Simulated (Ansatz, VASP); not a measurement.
## GaN: VASP beside Ansatz

```
CELL_PARAMETERS angstrom
0.00000 2.07118 2.07118
2.07118 0.00000 2.07118
2.07118 2.07118 0.00000
ATOMIC_POSITIONS crystal
Ga 0.00000 0.00000 0.00000
N 0.50000 0.50000 0.50000
```

Change from the starting cell: strain -0.030 along x and y, -0.030 along z, atoms carried along.

Alike in both runs: task single point; functional PBE; k mesh 14 × 14 × 14; occupations gaussian, width 0.05 eV; no spin polarisation.

|  | VASP | Ansatz |
| --- | --- | --- |
| version | VASP 6.6.1 | Ansatz 0.2.0 |
| potentials or method | VASP PAW PBE potentials, release 64 (Ga_d, N) | scalar-relativistic, plane waves, PAW |
| plane-wave cutoff (eV) | 520 | 420 |
| valence electrons in the cell | 18 | 18 |

Ansatz gave:

- gap on the k mesh at the Fermi level (eV): 1.00
- least direct gap on the mesh (eV): 3.53
- pressure (GPa): 23.2

Task: What did VASP give for the same quantities?

Result: gap on the k mesh at the Fermi level (eV): 0.98; least direct gap on the mesh (eV): 3.54; pressure (GPa): 24.1.

The functional is the same, so the differences come from potentials, cutoffs and numerics.

Caveats: so large a pressure means that the cell lies far from this level's equilibrium, or that cutoff or potentials fall short (VASP). A k mesh can miss the band edges.
